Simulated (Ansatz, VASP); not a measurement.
# One calculation of Cs, two programs

INCAR

```
SYSTEM = Cs
PREC = Accurate
ENCUT = 520
EDIFF = 1E-6
ISMEAR = -1
SIGMA = 0.1
LREAL = .False.
LASPH = .True.
NELM = 60
ALGO = Normal
ISIF = 2
LWAVE = .False.
LCHARG = .True.
GGA = RE
LELF = .True.
LVHAR = .True.
NBANDS = 10
```

File KPOINTS:

```
Automatic mesh
0
Gamma
  7 7 7
  0 0 0
```

POSCAR

```
Cs
1.0
    5.3352770062      0.0000000000      0.0000000000
    0.0000000000      5.3352770062      0.0000000000
    0.0000000000      0.0000000000      5.3352770062
Cs
1
Direct
    0.0000000000      0.0000000000      0.0000000000
```

Input for Ansatz:

```yaml
crystal:
  lattice:
    - [5.3352770062, 0.0, 0.0]
    - [0.0, 5.3352770062, 0.0]
    - [0.0, 0.0, 5.3352770062]
  atoms:
    - { symbol: Cs, position: [0.0, 0.0, 0.0] }
hamiltonian:
  xc: revpbe
  pseudopotentials:
    kind: paw
    azcp:
      Cs: "pseudopotentials/Cs.paw.azcp"
basis:
  ecutwfc: 420
  fft_grid_basis: typed
kpoints:
  mp_grid: { grid: [7, 7, 7], shift: [0, 0, 0] }
magnetization:
  spin_polarized: false
scf:
  occupations: { method: fermi_dirac, width: 0.1 }
  lower_state_search: "off"
output:
  stress: true
```

Alike in both runs: task single point; functional revPBE; k mesh 7 × 7 × 7; occupations fermi-dirac, width 0.1 eV; no spin polarisation.

|  | VASP | Ansatz |
| --- | --- | --- |
| version | VASP 6.6.1 | Ansatz 0.2.0 |
| potentials or method | VASP PAW PBE potentials, release 64 (Cs_sv) | plane waves (420 eV) with PAW, scalar-relativistic |
| plane-wave cutoff (eV) | 520 | 420 |
| valence electrons in the cell | 9 | 9 |

```tsv
	VASP	Ansatz	Ansatz less VASP
pressure (GPa)	-0.1	-0.1	0.00
```

With one functional, cell and mesh, what is left measures potentials, basis and numerics.

Caveats: the PAW data sets were made with another functional, which shifts forces and pressure a little (VASP). The runs have no spin-orbit coupling, so splittings on Cs are missing.
